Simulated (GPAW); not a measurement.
A run of GPAW 26.7.0 is set up as follows.

run.py

```python
from ase import Atoms
from ase.dft.bandgap import bandgap
from ase.io import write
from ase.units import Bohr, GPa
from gpaw import GPAW, PW
from gpaw.elf import elf_from_dft_calculation

atoms = Atoms(['Mg', 'O'],
              cell=[[2.9380209034, 0.0, 0.0],
                    [-1.4690104517, 2.5444007392, 0.0],
                    [0.0, 0.0, 2.67968]],
              scaled_positions=[[0.0, 0.0, 0.0],
                                [0.3333333333, 0.6666666667, 0.5]],
              pbc=True)

calc = GPAW(mode=PW(800),
            xc='PBE',
            kpts={'size': (10, 10, 10), 'gamma': True},
            occupations={'name': 'fermi-dirac', 'width': 0.05},
            nbands=16,
            convergence={'density': 1e-05, 'energy': 1e-05},
            maxiter=150,
            txt='gpaw.txt')
atoms.calc = calc
energy = atoms.get_potential_energy()
forces = atoms.get_forces()
stress = atoms.get_stress()
calc.write('gs.gpw')
write('result.traj', atoms)
print(f'Energy: {energy:.6f} eV')
print('Forces (eV/A):')
print(forces.round(4))
print('Stress (GPa):', (stress / GPa).round(3))
print('Fermi level:', round(calc.get_fermi_level(), 4), 'eV')
print(f'Gap: {bandgap(calc)[0]:.4f} eV, direct: {bandgap(calc, direct=True)[0]:.4f} eV')

# fields on the real-space grid
write('density.cube', atoms, data=calc.get_pseudo_density() * Bohr**3)
write('potential.cube', atoms, data=calc.get_electrostatic_potential())
write('elf.cube', atoms, data=elf_from_dft_calculation(calc).data)
```

Potentials or basis: GPAW PAW data sets (gpaw-data 1.2.1), pw.

Run with:

```bash
$ OMP_NUM_THREADS=1 python run.py
```

Q: What does it give for the band gap on the k mesh?

A: 3.05 eV, indirect (least direct gap 3.44 eV).

Q: Estimate the pressure.

A: -0.1 GPa.

A k mesh can miss the band edges.
